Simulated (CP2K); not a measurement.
**FeO (Wuestite) under changes of volume**

One of the cells (10.013 Å³/atom); the others are scaled copies at fixed shape and fractional positions:

```
Fe O
1.0
     3.04820    0.00000    0.00000
     1.52410    2.63982    0.00000
     1.52410    0.87994    2.48884
Fe O
1 1
Direct
  0.00000 0.00000 0.00000
  0.50000 0.50000 0.50000
```

* Program: CP2K 2026.2
* Functional: LDA
* Potentials or basis: GTH_POTENTIALS Fe GTH-PADE-q16, O GTH-PADE-q6; TZVP-MOLOPT-PBE-GTH basis
* Density cutoff: 8163 eV
* k mesh: 11 × 11 × 11
* Occupations: fermi-dirac, width 0.05 eV
* Spin: collinear spin, ferromagnetic start
* Starting moments: [3.0, 0.0] μB

| volume (Å³/atom) | energy over the lowest point (meV/atom) | pressure (GPa) |
| --- | --- | --- |
| 9.413 | 0.00 | -3.6 |
| 9.613 | 7.40 | -8.0 |
| 9.813 | 19.91 | -11.8 |
| 10.013 | 36.93 | -15.2 |
| 10.214 | 57.97 | -18.2 |
| 10.414 | ? | ? |
| 10.614 | 110.36 | -23.3 |

Question: What does the run at 10.414 Å³/atom give?

Answer: Energy over the lowest point 82.58 meV/atom; pressure -20.9 GPa.

Worked out: A Birch-Murnaghan fit of order 3 (a polynomial in V^(-2/3)) to the other rows has its minimum at 9.25 Å³/atom, just outside them, with B0 = V·E''(V) = 230 GPa and B' = 4.4. It gives 82.59 meV/atom at 10.414 Å³/atom, against the run's 82.58, and -dE/dV = -21.0 GPa, against -20.9.

Energies are extrapolated to zero smearing.

Caveats: the basis of atomic orbitals isn't converged, which shifts pressures, moduli and gaps; the total moment is fixed, so each spin has its own Fermi level; a cell with one magnetic atom can't hold antiferromagnetic order, which such compounds often take.
